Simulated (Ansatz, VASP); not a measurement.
# KF (Carobbiite): VASP beside Ansatz, part 2 of 2

One calculation is typed for both programs; each brings its own data sets and cutoff. How far apart do they land? The cell is taken from a series of VASP runs on this material, whose earlier steps may have relaxed, scaled or displaced it; both programs get it as it stands.

VASP 6.6.1 and Ansatz 0.2.0.

So far: Starting point; VASP: zone-centre phonons, LDA.

## Step 3: Ansatz: zone-centre phonons, LDA

Level of this step: Ansatz beside VASP: Kohn-Sham DFT, plane waves, LDA (Ansatz).

Ansatz runs on its default PAW (the set named soft_2) files.

The same cell, functional (in two slightly different forms) and mesh now go to Ansatz, which takes its cutoff from its data sets.

input.yaml reads:

```yaml
crystal:
  lattice:
    - [0.0, 2.6116262625, 2.6116262625]
    - [2.6116262625, 0.0, 2.6116262625]
    - [2.6116262625, 2.6116262625, 0.0]
  atoms:
    - { symbol: K, position: [0.0, 0.0, 0.0] }
    - { symbol: F, position: [0.5, 0.5, 0.5] }
hamiltonian:
  xc: lda
  pseudopotentials: { kind: paw }
kpoints:
  mp_grid: { grid: [14, 14, 14] }
scf:
  occupations: { method: fixed }
phonons:
  method: dfpt
  qpoints: [[0, 0, 0]]
  dielectric: true
  rigid_motions: translations
```

The run is started by

```console
ansatz run input.yaml --threads 4 --pin off --max-ram 9216MiB --backend cpu --events-out ev --progress --plain --runs-dir out
```

Numbers of over 12 decimals in the logs are rounded to 6 here.

What it wrote:

```text
Engine: ansatz 0.2.0, x86_64-unknown-linux-gnu
Pseudopotentials: kind: paw
Pseudopotential: K, paw, valence charge 9, recommended cutoff 420 eV (normal), K.paw.azcp
Pseudopotential: F, paw, valence charge 7, recommended cutoff 420 eV (normal), F.paw.azcp
Functional definition: SPW92
  exchange = slater_x
  correlation = pw_c
Crystal: 2 atoms, lattice volume = 35.626 Å³
Basis set: ecut = 420 eV, 725 PW (Γ), exchange–correlation on 50×50×50 points (8 copies of the dense FFT grid, shifted against one another)
Bands: 12, of which v1, the nominal top of the filled ones, is band 8 counted from 1 (7 counted from 0)
Symmetry: 48 space group operations
k-points: 244 of 2744 (irreducible under 8 space group operations, time reversal used)
Non-local potential: K, projectors of the file, l = 0: 3, l = 1: 2, l = 2: 2
Non-local potential: F, projectors of the file, l = 0: 2, l = 1: 2, l = 2: 1
PAW form: soft (Blöchl's): semilocal exchange-correlation on the pseudo side does not see the compensation charge
PAW frozen core: K, regenerated for the run's functional, and the local potential with it (the file was generated under x = pbe(κ = 0.804, μ = 0.219515), c = pbe(β = 0.066725))
PAW frozen core: F, regenerated for the run's functional, and the local potential with it (the file was generated under x = pbe(κ = 0.804, μ = 0.219515), c = pbe(β = 0.066725))
PAW one-centre angular grid: K, 110 points (default); XC on 64 Gauss nodes
PAW one-centre angular grid: F, 110 points (default); XC on 64 Gauss nodes
Initial density: superposition of atomic densities (neutral atoms: chi_scale 0, normalization atom), corrected by the library's trained network
Initial wavefunctions: pseudopotential atomic-orbital guess
Functional: x = slater, c = lda
SCF iter   1: F=—  HF=-2292.794530 eV  |F-HF|=—  |Δ(HF+E_count)|=         —  Δρ=1.60e-2  dr2=6.84e-2  ethr=1.77e-3  ⟨swp⟩=4.3  Hψ=15902  notcnv=0  defer=434
preconditioner: auto → none  [insulator: Δε(μ)=5.875 eV  Ē_g=19.687 eV  n_scr=8 (ndim 8)  ℏωp=24.9 eV  f_vac=0.108  ε∞_Penn≈2.6]
SCF iter   2: F=—  HF=-2292.779622 eV  |F-HF|=—  |Δ(HF+E_count)|=   1.49e-2  Δρ=1.06e-2  dr2=2.10e-2  ethr=4.27e-4  ⟨swp⟩=2.0  Hψ=7067  notcnv=0  defer=472
SCF iter   3: F=—  HF=-2292.773515 eV  |F-HF|=—  |Δ(HF+E_count)|=   6.11e-3  Δρ=2.25e-3  dr2=8.80e-4  ethr=1.31e-4  ⟨swp⟩=2.0  Hψ=5079  notcnv=0  defer=486
SCF iter   4: F=—  HF=-2292.773210 eV  |F-HF|=—  |Δ(HF+E_count)|=   3.05e-4  Δρ=4.30e-4  dr2=2.06e-5  ethr=5.50e-6  ⟨swp⟩=3.0  Hψ=5047  notcnv=0  defer=484
SCF iter   5: F=—  HF=-2292.773202 eV  |F-HF|=—  |Δ(HF+E_count)|=   7.70e-6  Δρ=2.67e-5  dr2=1.28e-7  ethr=1.28e-7  ⟨swp⟩=2.0  Hψ=3769  notcnv=0  defer=6
SCF iter   6: F=—  HF=-2292.773202 eV  |F-HF|=—  |Δ(HF+E_count)|=   1.25e-7  Δρ=9.86e-6  dr2=2.12e-8  ethr=7.97e-10  ⟨swp⟩=2.0  Hψ=4859  notcnv=0
SCF iter   7: F=—  HF=-2292.773202 eV  |F-HF|=—  |Δ(HF+E_count)|=   5.50e-9  Δρ=1.87e-6  dr2=8.26e-10  ethr=1.32e-10  ⟨swp⟩=2.0  Hψ=3639  notcnv=0
SCF iter   8: F=-2292.773202 eV  HF=-2292.773202 eV  |F-HF|=8.64e-12  |Δ(HF+E_count)|=  2.36e-10  Δρ=2.22e-7  dr2=1.03e-11  ethr=1.00e-12  ⟨swp⟩=7.0  Hψ=16674  notcnv=0
SCF 1 converged in 8 iterations: F = -2292.773202 eV  dr2 = 1.03e-11
  greatest PAW one-centre occupation: 0.985 electrons in one spin orbital (limit 2), on the K atom at site 0 (counted from 0), in its partial waves of l = 0
NSCF: frozen V_eff on 2 k-points
DFPT response loops at Γ: preconditioner auto → none (the input reference at scf.mixing.eps_inf says where Resta's filter doesn't serve); β = 0.50; Broyden in place of MSR1
SCF converged after 8 iterations
Free energy (F): -2292.773202 eV
Harris-Foulkes:  -2292.773202 eV  (|F-HF|=8.64e-12)
Internal energy: -2292.773202 eV  (E = F + TS)
E sigma→0 (E₀):  -2292.773202 eV
Fermi energy:    1.501775 eV
--- Per-component energies (eV) ---
  E_band       = -119.987929
  E_kinetic    = 460.329815
  E_local      = -1075.053120  (includes V_loc(G=0)·N_el)
  E_nonlocal   = 91.092490
  E_hartree    = 383.487884
  E_xc         = -212.109251
  E_vxc        = -265.989075  (∫ρ·V_xc dr)
  E_paw        = -930.047282  (= ΣΔE_a)
  E_vpaw       = -97.345718  (= ΣTr[D̂ρ^β])
  E_aug_tail   = 0.002019  (compensation charges beyond the density's cutoff)
  E_ewald      = -1010.846509
  E_core_change = 0.370752  (= ΣΔE_core)
  E_smearing   = -0.000000  (= −TS)
  E_closure    = -0.000000  (closes the sum)
  Σ components = -2292.773202   (vs F -2292.773202, Δ=0.00e0)
--- Band table (eV; the first three rows and the last of 244) ---
  k-point 0: bands = [... 4 lower, -7.3653, 1.5018, 1.5018, 1.5018, 7.6716, 12.2113, 12.2113, 12.2113]
  k-point 1: bands = [... 4 lower, -7.3675, 1.4447, 1.4800, 1.4800, 7.8299, 12.1030, 12.2879, 12.2879]
  k-point 2: bands = [... 4 lower, -7.3735, 1.2921, 1.4183, 1.4183, 8.2728, 11.8600, 12.5068, 12.5068]
  k-point 243: bands = [... 4 lower, -7.4750, 1.0419, 1.3537, 1.3803, 10.7842, 11.6030, 12.9055, 15.2507]
--- Phonons (Γ-DFPT): 2 representative perturbations + reference, on 244 of 2744 k-points (Σ response iterations 6) ---
  k mesh reduced under 8 symmetry operations, with k and −k counted as one. Each operation leaves every solved perturbation unchanged. A smaller set is not considered because the run solves the response to a homogeneous field
  ASR residual: 1.985e-4 → 0.000e0 eV/Å²; symmetrization residual: 1.832e-6 eV/Å²
  ASR residual per site (eV/Å²): 5.68e-5 1.99e-4
  Γ frequencies (cm⁻¹): 0.00 0.00 0.00 192.56 192.56 192.56
  ε∞ (high-frequency dielectric tensor):
        2.071824     0.000000    -0.000000
        0.000000     2.071824    -0.000000
        0.000000     0.000000     2.071824
  ε⁰ (static dielectric tensor: ions relaxed, cell fixed):
        5.887806     0.000000    -0.000000
        0.000000     5.887806    -0.000000
       -0.000000     0.000000     5.887806
  ε⁰ − ε∞ (ionic part):
        3.815982     0.000000    -0.000000
        0.000000     3.815982     0.000000
       -0.000000     0.000000     3.815982
  softest optical mode at Γ: 192.56 cm⁻¹; the repairs (sum rule, projections) moved no ω² at Γ by more than (1.73 cm⁻¹)²
  Born effective charges Z* (e; rows j = field, columns β = displacement):
    site 0:
         1.14448    0.00000   -0.00000
        -0.00000    1.14448   -0.00000
        -0.00000   -0.00000    1.14448
    site 1:
        -1.14448   -0.00000    0.00000
         0.00000   -1.14448    0.00000
         0.00000    0.00000   -1.14448
  Z* charge neutrality: 4.363e-7 e pre-enforcement
  k-mesh period / interband length: 51.7 Å / 0.88 Å = 58.63 at k = (0.0000, 0.0000, 0.0000), direct gap 6.170 eV — 14 or more, which is no proof of convergence
  optical modes at Γ without the LO–TO term, one row a degenerate level:
      ω (cm⁻¹)  modes    IR ((D/Å)²/amu)
        192.56      3             7.0905
  optical modes at Γ + LO–TO along q̂ = [1.0000, 0.0000, 0.0000]:
      ω (cm⁻¹)  modes    IR ((D/Å)²/amu)
        192.56      2             4.7270
        324.62      1             2.3635
  optical modes at Γ + LO–TO along q̂ = [0.0000, 1.0000, 0.0000]:
      ω (cm⁻¹)  modes    IR ((D/Å)²/amu)
        192.56      2             4.7270
        324.62      1             2.3635
  optical modes at Γ + LO–TO along q̂ = [0.0000, 0.0000, 1.0000]:
      ω (cm⁻¹)  modes    IR ((D/Å)²/amu)
        192.56      2             4.7270
        324.62      1             2.3635
--- Phonons (arbitrary-q DFPT): 1 explicit q-point ---
  q = [0, 0, 0] (of the zone-centre solve; hermiticity 2.10e-6, symmetrization 2.34e-14): -0.00 -0.00 0.00 192.56 192.56 192.56
  sum rule: each row above includes the acoustic sum rule's correction from the zone centre's row sums; it moved no ω² by more than (1.69 cm⁻¹)²
```

Run time: 11 s. Hardware: 4 threads of Intel Xeon at 2.60GHz (Ice Lake), shared host; peak memory 0.68 GiB.

## Step 4: Differences

Known differences besides the potentials themselves: the two LDA forms differ slightly; the cutoff is 420 eV in Ansatz and 560 eV in VASP; VASP's log shows a relativistic correction to its local exchange, Ansatz's none. Total energies have different zeros and are not compared.

Both answers:

```
                                    quantity  Ansatz   VASP  difference
                                       ε∞ xx    2.07   2.07     +0.04 %
                                       ε∞ yy    2.07   2.07     +0.04 %
                                       ε∞ zz    2.07   2.07     +0.04 %
Born charge of K1 (mean of the diagonal) (e)    1.14   1.14        0.00
Born charge of F2 (mean of the diagonal) (e)   -1.14  -1.14        0.00
                  optical mode 1 to 3 (cm⁻¹)   192.6  199.4     -3.42 %
```

Modes are paired by rising frequency and degeneracy, not by their patterns, so a pair may still set unlike modes beside each other.

## Step 5: Results

```json
{"r.m.s. difference of the optical zone-centre modes, each program's sorted by frequency (zone-centre phonons, LDA)": "6.8 cm⁻¹", "difference in optical mode 1 to 3 (zone-centre phonons, LDA)": "-3.4 %"}
```

What this shows: The r.m.s. difference of the optical zone-centre modes, each program's sorted by frequency is 6.8 cm⁻¹ (zone-centre phonons, LDA). Among the rows given in per cent, the largest difference of the zone-centre phonons, LDA pair is in optical mode 1 to 3, -3.4 %. How closely two codes agree says nothing of how well the functional describes the real material.

[Lines on the potential files, build, host, timing and source positions are cut from VASP's logs without a mark.]

[Logs are printed without paths, hosts, clocks, repeated set-up lines and the standing remarks that a program may print on its own settings, such as how far it seeks lower states.]

[Hosts, paths, dates, database ids (printed as entryN), source tags and the programs' standing remarks are cut or masked in the printed files.]
